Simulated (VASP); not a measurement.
A run of VASP 6.6.1:

Contents of INCAR:

```
  PREC = Accurate
  ENCUT = 520
  EDIFF = 1E-7
  ISMEAR = 0
  SIGMA = 0.1
  LREAL = F
  LASPH = T
  NELM = 100
  ALGO = Fast
  ISIF = 2
  LWAVE = F
  LCHARG = F
  GGA = PE
  IVDW = 12
  NBANDS = 19
```

KPOINTS

```
regular mesh
0
Gamma
  15 15 8
```

The input POSCAR:

```
TiS2
1.0
    3.4120000000      0.0000000000      0.0000000000
   -1.7060000000      2.9548786777      0.0000000000
    0.0000000000      0.0000000000      5.6950000000
Ti S
1 2
Direct
    0.0000000000      0.0000000000      0.0000000000
    0.3333333333      0.6666666667      0.2481841445
    0.6666666667      0.3333333333      0.7518158555
```

Potentials or basis: VASP PAW PBE potentials, release 64 (Ti_sv, S).

Command:

```bash
$ cat potpaw_PBE.64/Ti_sv/POTCAR potpaw_PBE.64/S/POTCAR > POTCAR
$ mpirun -np 1 vasp_std > vasp.out
```

Hardware: 1 thread of Intel(R) Xeon(R) 6975P-C (Granite Rapids), on a shared host.

Problem. How long does it take, and how much memory?

Solution. Run time: 3.1 min on 1 thread of Intel(R) Xeon(R) 6975P-C (Granite Rapids), with other jobs on the host, peak memory 0.33 GiB. Counts: scf iterations 26, k points 192.
